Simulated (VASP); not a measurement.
# Sb (I4/mmm) in VASP: notebook

Runs on Sb. Level: r2SCAN. Tasks: single point.

Everything below comes from runs of VASP 6.6.1. Logs are shortened: lines on timing, memory, paths and dates and some standing lists are left out, and cuts for length are marked.

## Step 1: The crystal as given

Symmetry: I4/mmm, No. 139, tetragonal system. The conventional cell has a = 3.153 Å, b = 3.153 Å, c = 5.424 Å, α = 90.00°, β = 90.00°, γ = 90.00°. Around Sb (site symmetry 4/mmm) lie 12 Sb at 3.15 to 3.51 Å.

This isn't the form of Sb at room conditions, which is rhombohedral.

## Step 2: Single point, r2SCAN

File INCAR:

```
ADDGRID = False
ALGO = Normal
EDIFF = 0.01
ENCUT = 400
ISIF = 2
ISMEAR = 0
LASPH = True
LCHARG = False
LMIXTAU = True
LREAL = False
LWAVE = False
METAGGA = R2SCAN
NBANDS = 8
NELM = 100
PREC = Accurate
SIGMA = 0.05
```

File KPOINTS:

```
k-points
0
Gamma
  5 5 5
```

File POSCAR:

```
Sb
1.0
   -1.5638750000      1.6131910000      2.7402030000
    1.6104090000     -1.5604430000      2.7365900000
    1.5281950000      1.5247630000     -2.7095380000
Sb
1
Direct
    0.0004760000      0.0218010000      0.0165680000
```

Potentials or basis: VASP PAW PBE potentials, release 64 (Sb).

Started as:

```bash
$ cat potpaw_PBE.64/Sb/POTCAR > POTCAR
$ mpirun -np 1 vasp_std > vasp.out
```

OUTCAR:

```text
EDIFF = 0.01
   ENCUT = 400
   ISIF = 2
   ISMEAR = 0
   LASPH = True
   LREAL = False
   METAGGA = R2SCAN
   NELM = 100
   PREC = Accurate

 Found     63 irreducible k-points:

 Following reciprocal coordinates:
            Coordinates               Weight
  0.000000  0.000000  0.000000      1.000000
  0.200000  0.000000 -0.000000      2.000000
  0.400000  0.000000 -0.000000      2.000000
  0.000000  0.200000  0.000000      2.000000
  0.200000  0.200000 -0.000000      2.000000
  0.400000  0.200000 -0.000000      2.000000
   k-points           NKPTS =     63   k-points in BZ     NKDIM =     63   number of bands    NBANDS=      8
   number of dos      NEDOS =    301   number of ions     NIONS =      1
   total plane-waves  NPLWV =  13824
   dimension x,y,z NGX =    24 NGY =   24 NGZ =   24
   dimension x,y,z NGXF=    48 NGYF=   48 NGZF=   48
   ions per type =               1
   NGX,Y,Z   is equivalent  to a cutoff of  11.26, 11.28, 11.52 a.u.
   NGXF,Y,Z  is equivalent  to a cutoff of  22.52, 22.55, 23.03 a.u.
 SYSTEM =  unknown system
   PREC   = accura    normal or accurate (medium, high low for compatibility)
   ISTART =      0    job   : 0-new  1-cont  2-samecut
   ICHARG =      2    charge: 1-file 2-atom 10-const
   ISPIN  =      1    spin polarized calculation?
   LNONCOLLINEAR =      F non collinear calculations
   LSORBIT =      F    spin-orbit coupling
   LASPH  =      T    aspherical Exc in radial PAW
   ENCUT  =  400.0 eV  29.40 Ry    5.42 a.u.   5.78  5.77  5.65*2*pi/ulx,y,z
   NELM   =    100;   NELMIN=  2; NELMDL= -5     # of ELM steps
   EDIFF  = 0.1E-01   stopping-criterion for ELM
   LREAL  =      F    real-space projection
   EDIFFG = 0.1E+00   stopping-criterion for IOM
   NSW    =      0    number of steps for IOM
   IBRION =     -1    ionic relax: 0-MD 1-quasi-New 2-CG
   NFREE  =      0    steps in history (QN), initial steepest desc. (CG)
   ISIF   =      2    stress and relaxation
   ISYM   =      2    0-nonsym 1-usesym 2-fastsym
   POTIM  = 0.5000    time-step for ionic-motion
   TEBEG  =    0.0;   TEEND  =   0.0 temperature during run
   PSTRESS=    0.0 pullay stress
   NELECT =       5.0000    total number of electrons
   NUPDOWN=      -1.0000    fix difference up-down
   EMIN   =  10.00;   EMAX   =-10.00  energy-range for DOS
   EFERMI =   0.00;   METHOD = LEGACY
   ISMEAR =     0;   SIGMA  =   0.05  broadening in eV -4-tet -1-fermi 0-gaus
   EFERMI_NEDOS =   21; number of points for ismear=-14 and -15
   IALGO  =     38    algorithm
   IMIX   =      4    mixing-type and parameters
     AMIX     =   0.40;   BMIX     =  1.00
     AMIX_MAG =   1.60;   BMIX_MAG =  1.00
  volume/ion in A,a.u.               =      26.96       181.95
  Fermi-wavevector in a.u.,A,eV,Ry     =   0.933573  1.764197 11.858272  0.871558
  Thomas-Fermi vector in A             =   2.060288
   LORBIT       =      0    0 simple, 1 ext, 2 COOP (PROOUT), +10 PAW based schemes
   METAGGA = R2SCAN    functional components
   LHFCALC =     F    Hartree Fock is set to
   AEXX    =    0.0000 exact exchange contribution
   IVDW    =     0    specifies the selected vdW correction
   LEPSILON=     F    determine dielectric tensor
   LRPA    =     F    only Hartree local field effects (RPA)
 non-spin polarized calculation
 Gauss-broadening in eV      SIGMA  =   0.05
  energy-cutoff  :      400.00
  volume of cell :       26.96
 maximum number of plane-waves:       498
   NGX = 11   NGY = 11   NGZ = 11

 number of electron       5.0000000 magnetization

 Free energy of the ion-electron system (eV)
  ---------------------------------------------------
  ext. energy  EPLUGINS =         0.00000000
  ---------------------------------------------------
  free energy    TOTEN  =       -25.19760542 eV

  energy without entropy =      -25.19701389  energy(sigma->0) =      -25.19730965

 E-fermi :   8.5434     XC(G=0): -10.7813

 val. band max:        8.5166686759   @ k =   0.4000   0.4000   0.2000
 cond. band min:       8.6065270618   @ k =   0.2000   0.2000  -0.0000
 fundamental gap:      0.0898583859
 Fermi energy:         8.5434004089

 k-point     1 :       0.0000    0.0000    0.0000
  band No.  band energies     occupation
      1      -5.1334      2.00000
      2      13.1792      0.00000
      3      14.2024      0.00000
      4      14.2510      0.00000
      5      18.1106      0.00000
      6      19.3469      0.00000
      7      19.7429      0.00000
      8      20.0058      0.00000

 k-point     2 :       0.2000    0.0000   -0.0000
  band No.  band energies     occupation
      1      -4.3033      2.00000
      2       9.1003      0.00000
      3      12.0864      0.00000
      4      14.1688      0.00000
      5      16.7024      0.00000
      6      18.5960      0.00000
      7      20.8931      0.00000
      8      21.1683      0.00000

 k-point     3 :       0.4000    0.0000   -0.0000
  band No.  band energies     occupation
      1      -2.0106      2.00000
      2       3.5873      2.00000
      3      10.6093      0.00000
      4      14.3032      0.00000
      5      15.2638      0.00000
      6      18.9384      0.00000
      7      20.1210      0.00000
      8      20.9630      0.00000

 k-point     4 :       0.0000    0.2000    0.0000
  band No.  band energies     occupation
      1      -4.3017      2.00000
      2       9.1138      0.00000
      3      12.0664      0.00000
      4      14.1660      0.00000
      5      16.6793      0.00000
      6      18.5948      0.00000
      7      20.8851      0.00000
      8      21.1912      0.00000

 k-point     5 :       0.2000    0.2000   -0.0000
  band No.  band energies     occupation
      1      -3.0927      2.00000
      2       7.9651      2.00000
      3       8.6065      0.07418
      4      11.3019      0.00000
      5      17.6296      0.00000
      6      18.7721      0.00000
      7      20.1685      0.00000
      8      22.0410      0.00000

 k-point     6 :       0.4000    0.2000   -0.0000
  band No.  band energies     occupation
      1      -0.7198      2.00000
      2       3.4857      2.00000
      3       8.7141      0.00000
      4      10.3538      0.00000
      5      15.8620      0.00000
      6      17.9333      0.00000
      7      22.2384      0.00000
      8      22.7683      0.00000

 [... further k-points ...]

------------------------ aborting loop because EDIFF is reached ----------------------------------------

  FORCE on cell =-STRESS in cart. coord.  units (eV):
  Direction    XX          YY          ZZ          XY          YZ          ZX
  --------------------------------------------------------------------------------------
  -------------------------------------------------------------------------------------
  Total        0.0291080      0.0350052     -0.0502820     -0.2106902      0.3144023      0.3090124
  in kB        1.7297101      2.0801426     -2.9879506    -12.5200253     18.6829987     18.3627068
  external PRESSURE =       0.2739674 kB  Pullay stress =       0.0000000 kB

 VOLUME and BASIS-vectors are now :
 -----------------------------------------------------------------------------
  energy-cutoff  :      400.00
  volume of cell :       26.96
      direct lattice vectors                 reciprocal lattice vectors
    -1.563875000  1.613191000  2.740203000     0.002055809  0.316948054  0.179518554
     1.610409000 -1.560443000  2.736590000     0.317083613  0.001847581  0.179876686
     1.528195000  1.524763000 -2.709538000     0.322328449  0.322401118 -0.005843793

 POSITION                                       TOTAL-FORCE (eV/Angst)
 -----------------------------------------------------------------------------------
      0.05968     -0.00799      0.01607        -0.000000      0.000000      0.000000
 -----------------------------------------------------------------------------------
    total drift:                               -0.000000     -0.000000      0.000001

  FREE ENERGIE OF THE ION-ELECTRON SYSTEM (eV)
  ---------------------------------------------------
  free  energy   TOTEN  =       -25.1976054152 eV

  energy  without entropy=      -25.1970138881  energy(sigma->0) =      -25.19730965
```

Wall time 14 s (1 thread of Intel Xeon Platinum 8375C at 2.90GHz (Ice Lake), shared host); peak memory 0.14 GiB.

The run converged, but some of its settings lie outside the range that counts as converged, so its numbers aren't taken as properties of the crystal.

What came out:

* Free energy: -25.1976 eV
* Pressure: 0.0 GPa
* Band gap on the k mesh: none (metal or under the smearing width)

Caveat: the k mesh is coarse (spacing up to 0.57 Å⁻¹), so the values aren't converged; the PAW data sets were made with another functional, which shifts forces and pressure a little.

## Step 3: Single point, r2SCAN

Edit INCAR of step 2 so:

```diff
@@ -2,3 +2,3 @@
 ALGO = Normal
-EDIFF = 0.01
+EDIFF = 0.001
 ENCUT = 400
```

KPOINTS is that of step 2.

File POSCAR:

```
Sb
1.0
   -1.5765401831      1.5765401831      2.7119384313
    1.5765401831     -1.5765401831      2.7119384313
    1.5765401831      1.5765401831     -2.7119384313
Sb
1
Direct
    0.0000000000      0.0000000000      0.0000000000
```

Potentials or basis: VASP PAW PBE potentials, release 64 (Sb).

Started as:

```bash
$ cat potpaw_PBE.64/Sb/POTCAR > POTCAR
$ mpirun -np 1 vasp_std > vasp.out
```

Wall time 6.2 s (1 thread of Intel Xeon Platinum 8375C at 2.90GHz (Ice Lake), shared host); peak memory 0.13 GiB.

These settings aren't checked as converged: the numbers below hold their error.

What came out:

```yaml
Free_energy: -25.1783 eV
Pressure: 0.1 GPa
Band_gap_on_the_k_mesh: none (metal or under the smearing width)
```

Caveat: the k mesh is coarse (spacing up to 0.56 Å⁻¹), so the values aren't converged; the PAW data sets were made with another functional, which shifts forces and pressure a little.

## Step 4: The reference run

An earlier run on the cell as given: functional PBEsol; potentials or basis VASP PAW PBE potentials, release 64 (Sb); cutoff 520 eV; k mesh 12 × 12 × 12; occupations fermi-dirac, width 0.05 eV; no spin polarisation.

* Pressure: -1.3 GPa
* Band gap on the k mesh: none (metal or under the smearing width)
